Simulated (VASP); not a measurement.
# K in VASP: notebook

The runs below take K through work function, with PBE.

Program: VASP 6.6.1. These are calculated values, not measurements. Logs are shortened: lines on timing, memory, paths and dates and some standing lists are left out, and cuts for length are marked.

## Step 1: The structure

The cell holds a slab with vacuum, 5 atoms: a = 4.762 Å, b = 4.762 Å, c = 30.660 Å, α = 90.00°, β = 90.00°, γ = 120.00°.

The slab is cut from a database's or a generator's crystal, which needn't be the stable form of the element.

## Step 2: Work function, PBE

INCAR

```
SYSTEM = K
PREC = Accurate ; ENCUT = 520
EDIFF = 1E-7 ; ISMEAR = -1
SIGMA = 0.05 ; LREAL = .False.
LASPH = .True. ; NELM = 60
ALGO = Normal ; ISIF = 2
LWAVE = .False. ; LCHARG = .False.
LDIPOL = .True. ; IDIPOL = 3
DIPOL = 0.5 0.5 0.500 ; GGA = PE
EFIELD = -0.3 ; LVHAR = .True.
LVACPOTAV = .True.
```

KPOINTS

```
regular mesh
0
Gamma
  7 7 1
  0 0 0
```

POSCAR

```
K
1.0
    4.7623960204      0.0000000000      0.0000000000
   -2.3811980102      4.1243559365      0.0000000000
    0.0000000000      0.0000000000     30.6599426400
K
5
Direct
    0.6666666700      0.3333333400      0.2446188529
    0.3333333300      0.6666666600      0.3723094265
    0.6666666700      0.3333333400      0.5000000000
    0.3333333300      0.6666666600      0.6276905735
    0.6666666700      0.3333333400      0.7553811471
```

Potentials or basis: VASP PAW PBE potentials, release 64 (K_sv).

Started as:

```console
cat potpaw_PBE.64/K_sv/POTCAR > POTCAR
mpirun -np 1 vasp_std > vasp.out
```

OUTCAR:

```text
SYSTEM = K
   PREC = Accurate
   ENCUT = 520
   EDIFF = 1E-7
   ISMEAR = -1
   LREAL = .False.
   LASPH = .True.
   NELM = 60
   ISIF = 2
   GGA = PE

 ion  position               nearest neighbor table
   1  0.667  0.333  0.245-
   2  0.333  0.667  0.372-
   3  0.667  0.333  0.500-
   4  0.333  0.667  0.628-
   5  0.667  0.333  0.755-

  LATTYP: Found a hexagonal cell.
 ALAT       =     4.7623960204
 C/A-ratio  =     6.4379237906

  Lattice vectors:

 A1 = (   4.7623960204,   0.0000000000,   0.0000000000)
 A2 = (  -2.3811980102,   4.1243559365,   0.0000000000)
 A3 = (   0.0000000000,   0.0000000000,  30.6599426400)

Analysis of symmetry for initial positions (statically):
=====================================================================
 Subroutine PRICEL returns:
 Original cell was already a primitive cell.

 Routine SETGRP: Setting up the symmetry group for a
 hexagonal supercell.

 Subroutine GETGRP returns: Found 12 space group operations
 (whereof 12 operations were pure point group operations)
 out of a pool of 24 trial point group operations.

The static configuration has the point symmetry D_3h.

Analysis of symmetry for dynamics (positions and initial velocities):
=====================================================================
 An external electric field (EFIELD) may reduce the allowed symmetry operations
 Subroutine PRICEL returns:
 Original cell was already a primitive cell.

 Routine SETGRP: Setting up the symmetry group for a
 hexagonal supercell.

 Subroutine GETGRP returns: Found  6 space group operations
 (whereof  6 operations were pure point group operations)
 out of a pool of 24 trial point group operations.

The dynamic configuration has the point symmetry C_3v.

 Subroutine INISYM returns: Found  6 space group operations
 (whereof  6 operations are pure point group operations),
 and found     1 'primitive' translations

----------------------------------------------------------------------------------------

                                     Primitive cell

  volume of cell :     602.2170

  direct lattice vectors                    reciprocal lattice vectors
     4.762396020  0.000000000  0.000000000     0.209978338  0.121231050  0.000000000
    -2.381198010  4.124355936  0.000000000     0.000000000  0.242462100  0.000000000
     0.000000000  0.000000000 30.659942640     0.000000000  0.000000000  0.032615847

  length of vectors
     4.762396020  4.762396020 30.659942640     0.242462100  0.242462100  0.032615847

  position of ions in fractional coordinates (direct lattice)
     0.666666670  0.333333340  0.244618853
     0.333333330  0.666666660  0.372309427
     0.666666670  0.333333340  0.500000000
     0.333333330  0.666666660  0.627690573
     0.666666670  0.333333340  0.755381147

  ion indices of the primitive-cell ions
   primitive index   ion index
                 1           1
                 2           2
                 3           3
                 4           4
                 5           5

----------------------------------------------------------------------------------------

 KPOINTS: regular mesh

Automatic generation of k-mesh.
 Grid dimensions read from file:
 generate k-points for:    7    7    1

 Generating k-lattice:

  Cartesian coordinates                     Fractional coordinates (reciprocal lattice)
     0.029996905  0.017318721  0.000000000     0.142857143  0.000000000  0.000000000
     0.000000000  0.034637443  0.000000000     0.000000000  0.142857143  0.000000000
     0.000000000  0.000000000  0.032615847     0.000000000  0.000000000  1.000000000

  Length of vectors
     0.034637443  0.034637443  0.032615847

  Shift w.r.t. Gamma in fractional coordinates (k-lattice)
     0.000000000  0.000000000  0.000000000

 Subroutine IBZKPT returns following result:
 ===========================================

 Found      8 irreducible k-points:

 Following reciprocal coordinates:
            Coordinates               Weight
  0.000000  0.000000  0.000000      1.000000
  0.142857  0.000000  0.000000      6.000000
  0.285714  0.000000  0.000000      6.000000
  0.428571  0.000000  0.000000      6.000000
  0.142857  0.142857  0.000000      6.000000
  0.285714  0.142857  0.000000     12.000000
  0.428571  0.142857  0.000000      6.000000
  0.285714  0.285714  0.000000      6.000000
   k-points           NKPTS =      8   k-points in BZ     NKDIM =      8   number of bands    NBANDS=     27
   number of dos      NEDOS =    301   number of ions     NIONS =      5
   total plane-waves  NPLWV = 311040
   dimension x,y,z NGX =    36 NGY =   36 NGZ =  240
   dimension x,y,z NGXF=    72 NGYF=   72 NGZF=  480
   ions per type =               5
   NGX,Y,Z   is equivalent  to a cutoff of  12.57, 12.57, 13.01 a.u.
   NGXF,Y,Z  is equivalent  to a cutoff of  25.13, 25.13, 26.03 a.u.
 SYSTEM =  K
   PREC   = accura    normal or accurate (medium, high low for compatibility)
   ISTART =      0    job   : 0-new  1-cont  2-samecut
   ICHARG =      2    charge: 1-file 2-atom 10-const
   ISPIN  =      1    spin polarized calculation?
   LNONCOLLINEAR =      F non collinear calculations
   LSORBIT =      F    spin-orbit coupling
   LASPH  =      T    aspherical Exc in radial PAW
   ENCUT  =  520.0 eV  38.22 Ry    6.18 a.u.   8.85  8.85 57.01*2*pi/ulx,y,z
   NELM   =     60;   NELMIN=  2; NELMDL= -5     # of ELM steps
   EDIFF  = 0.1E-06   stopping-criterion for ELM
   LREAL  =      F    real-space projection
   EDIFFG = 0.1E-05   stopping-criterion for IOM
   NSW    =      0    number of steps for IOM
   IBRION =     -1    ionic relax: 0-MD 1-quasi-New 2-CG
   NFREE  =      0    steps in history (QN), initial steepest desc. (CG)
   ISIF   =      2    stress and relaxation
   ISYM   =      2    0-nonsym 1-usesym 2-fastsym
   POTIM  = 0.5000    time-step for ionic-motion
   TEBEG  =    0.0;   TEEND  =   0.0 temperature during run
   PSTRESS=    0.0 pullay stress
   NELECT =      45.0000    total number of electrons
   NUPDOWN=      -1.0000    fix difference up-down
   EMIN   =  10.00;   EMAX   =-10.00  energy-range for DOS
   EFERMI =   0.00;   METHOD = LEGACY
   ISMEAR =    -1;   SIGMA  =   0.05  broadening in eV -4-tet -1-fermi 0-gaus
   EFERMI_NEDOS =   21; number of points for ismear=-14 and -15
   IALGO  =     38    algorithm
   IMIX   =      4    mixing-type and parameters
     AMIX     =   0.40;   BMIX     =  1.00
     AMIX_MAG =   1.60;   BMIX_MAG =  1.00
  volume/ion in A,a.u.               =     120.44       812.79
  Fermi-wavevector in a.u.,A,eV,Ry     =   0.689543  1.303047  6.469156  0.475470
  Thomas-Fermi vector in A             =   1.770658
   LORBIT       =      0    0 simple, 1 ext, 2 COOP (PROOUT), +10 PAW based schemes
   GGA     = PE    functional components
   LHFCALC =     F    Hartree Fock is set to
   AEXX    =    0.0000 exact exchange contribution
   IVDW    =     0    specifies the selected vdW correction
   LEPSILON=     F    determine dielectric tensor
   LRPA    =     F    only Hartree local field effects (RPA)
 non-spin polarized calculation
  energy-cutoff  :      520.00
  volume of cell :      602.22
 maximum number of plane-waves:     16269
 NGX is ok and might be reduce to    36
   NGX = 17   NGY = 17   NGZ =115

 number of electron      45.0000006 magnetization

 dipolmoment           0.000000      0.000000     -0.691415 electrons x Angstroem

 Free energy of the ion-electron system (eV)
  ---------------------------------------------------
  ext. energy  EPLUGINS =         0.00000000
  ---------------------------------------------------
  free energy    TOTEN  =        -5.11644553 eV

  energy without entropy =       -5.07908391  energy(sigma->0) =       -5.09776472

 E-fermi :  -1.0137     XC(G=0):  -3.9629

 val. band max:       -1.0247122980   @ k =   0.1429   0.0000   0.0000
 cond. band min:      -0.7687183884   @ k =   0.2857   0.2857   0.0000
 fundamental gap:      0.2559939096
 Fermi energy:        -1.0136901298

 k-point     1 :       0.0000    0.0000    0.0000
  band No.  band energies     occupation
      1     -33.3032      2.00000
      2     -33.2668      2.00000
      3     -33.1650      2.00000
      4     -33.1388      2.00000
      5     -33.1382      2.00000
      6     -16.7991      2.00000
[... 19 lines left out ...]
     26      -0.4496      0.00003
     27       0.0610      0.00000

 k-point     2 :       0.1429    0.0000    0.0000
  band No.  band energies     occupation
      1     -33.3028      2.00000
      2     -33.2664      2.00000
      3     -33.1646      2.00000
      4     -33.1384      2.00000
      5     -33.1378      2.00000
      6     -16.7979      2.00000
[... 19 lines left out ...]
     26      -0.3173      0.00000
     27       0.2199      0.00000

 k-point     3 :       0.2857    0.0000    0.0000
  band No.  band energies     occupation
      1     -33.3020      2.00000
      2     -33.2655      2.00000
      3     -33.1637      2.00000
      4     -33.1376      2.00000
      5     -33.1370      2.00000
      6     -16.7953      2.00000
[... 19 lines left out ...]
     26       0.0677      0.00000
     27       0.6473      0.00000

 k-point     4 :       0.4286    0.0000    0.0000
  band No.  band energies     occupation
      1     -33.3013      2.00000
      2     -33.2648      2.00000
      3     -33.1630      2.00000
      4     -33.1369      2.00000
      5     -33.1363      2.00000
      6     -16.7935      2.00000
[... 19 lines left out ...]
     26       0.0620      0.00000
     27       0.2841      0.00000

 k-point     5 :       0.1429    0.1429    0.0000
  band No.  band energies     occupation
      1     -33.3022      2.00000
      2     -33.2658      2.00000
      3     -33.1640      2.00000
      4     -33.1378      2.00000
      5     -33.1372      2.00000
      6     -16.7960      2.00000
[... 19 lines left out ...]
     26      -0.0580      0.00000
     27       0.5225      0.00000

 k-point     6 :       0.2857    0.1429    0.0000
  band No.  band energies     occupation
      1     -33.3014      2.00000
      2     -33.2650      2.00000
      3     -33.1632      2.00000
      4     -33.1370      2.00000
      5     -33.1365      2.00000
      6     -16.7936      2.00000
[... 19 lines left out ...]
     26       0.4333      0.00000
     27       0.5481      0.00000

 k-point     7 :       0.4286    0.1429    0.0000
  band No.  band energies     occupation
      1     -33.3011      2.00000
      2     -33.2646      2.00000
      3     -33.1628      2.00000
      4     -33.1367      2.00000
      5     -33.1361      2.00000
      6     -16.7928      2.00000
[... 19 lines left out ...]
     26      -0.0286      0.00000
     27       0.2825      0.00000

 k-point     8 :       0.2857    0.2857    0.0000
  band No.  band energies     occupation
      1     -33.3010      2.00000
      2     -33.2646      2.00000
      3     -33.1628      2.00000
      4     -33.1366      2.00000
      5     -33.1360      2.00000
      6     -16.7923      2.00000
[... 19 lines left out ...]
     26       0.2938      0.00000
     27       0.3808      0.00000

------------------------ aborting loop because EDIFF is reached ----------------------------------------

  FORCE on cell =-STRESS in cart. coord.  units (eV):
  Direction    XX          YY          ZZ          XY          YZ          ZX
  --------------------------------------------------------------------------------------
  -------------------------------------------------------------------------------------
  Total       -0.4331548     -0.4331548     -0.3555100      0.0000000     -0.0000000      0.0000000
  in kB       -1.1523934     -1.1523934     -0.9458221      0.0000000     -0.0000000      0.0000000
  external PRESSURE =      -1.0835363 kB  Pullay stress =       0.0000000 kB

 VOLUME and BASIS-vectors are now :
 -----------------------------------------------------------------------------
  energy-cutoff  :      520.00
  volume of cell :      602.22
      direct lattice vectors                 reciprocal lattice vectors
     4.762396020  0.000000000  0.000000000     0.209978338  0.121231050  0.000000000
    -2.381198010  4.124355936  0.000000000     0.000000000  0.242462100  0.000000000
     0.000000000  0.000000000 30.659942640     0.000000000  0.000000000  0.032615847

 POSITION                                       TOTAL-FORCE (eV/Angst)
 -----------------------------------------------------------------------------------
      2.38120      1.37479      7.50000        -0.000000     -0.000000      0.016733
      0.00000      2.74957     11.41499        -0.000000      0.000000     -0.012324
      2.38120      1.37479     15.32997         0.000000     -0.000000      0.001261
      0.00000      2.74957     19.24496        -0.000000     -0.000000      0.016102
      2.38120      1.37479     23.15994         0.000000      0.000000     -0.021773
 -----------------------------------------------------------------------------------
    total drift:                                0.000000     -0.000022      0.000182

  FREE ENERGIE OF THE ION-ELECTRON SYSTEM (eV)
  ---------------------------------------------------
  free  energy   TOTEN  =        -5.1164455252 eV

  energy  without entropy=       -5.0790839145  energy(sigma->0) =       -5.09776472
```

It took 6.1 min on 1 thread of Intel Xeon Platinum 8488C (Sapphire Rapids), shared host; peak memory 0.66 GiB.

What came out:

| Item | Value |
| --- | --- |
| Free energy | -5.1164 eV |
| Largest force | 0.022 eV/Å |
| Band gap on the k mesh | none (metal or under the smearing width) |

Forces on the atoms (eV/Å):
```
K    0.000  0.000  0.017
K    0.000  0.000 -0.012
K    0.000  0.000  0.001
K    0.000  0.000  0.016
K    0.000  0.000 -0.022
```

[end of part 1 of 3]
